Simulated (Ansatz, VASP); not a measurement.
**Two plane-wave programs on Rh**

```
Rh
1.0
     5.41659    0.00000    0.00000
     0.00000    5.41659    0.00000
     0.00000    0.00000   19.17374
Rh
12
Cartesian
  1.3541 1.3541 4.0000
  1.3541 4.0624 4.0000
  4.0624 1.3541 4.0000
  4.0624 4.0624 4.0000
  0.0000 0.0000 5.8384
  0.0000 2.7083 5.8384
  2.7083 0.0000 5.8384
  2.7083 2.7083 5.8384
  1.3541 1.3541 7.6737
  1.3541 4.0624 7.6737
  4.0624 1.3541 7.6737
  4.0624 4.0624 7.6737
```

Alike in both runs: task single point; functional PBE; k mesh 5 × 5 × 1; occupations gaussian, width 0.1 eV; no spin polarisation.

|  | VASP | Ansatz |
| --- | --- | --- |
| version | VASP 6.6.1 | Ansatz 0.2.0 |
| potentials or method | VASP PAW PBE potentials, release 64 (Rh_pv) | scalar-relativistic, plane waves, PAW |
| plane-wave cutoff (eV) | 520 | 420 |
| valence electrons in the cell | 180 | 204 |

|  | VASP | Ansatz | Ansatz less VASP |
| --- | --- | --- | --- |
| gap on the k mesh at the Fermi level (eV) | none | none | - |
| rms of the force components (eV/Å) | 0.014 | 0.014 | +0.0004 |

Atom by atom the forces differ by 0.001 eV/Å (rms over components). A gap of «none» marks a metal or a gap that the smearing closes. The two sets of potentials don't hold the same shells in valence.
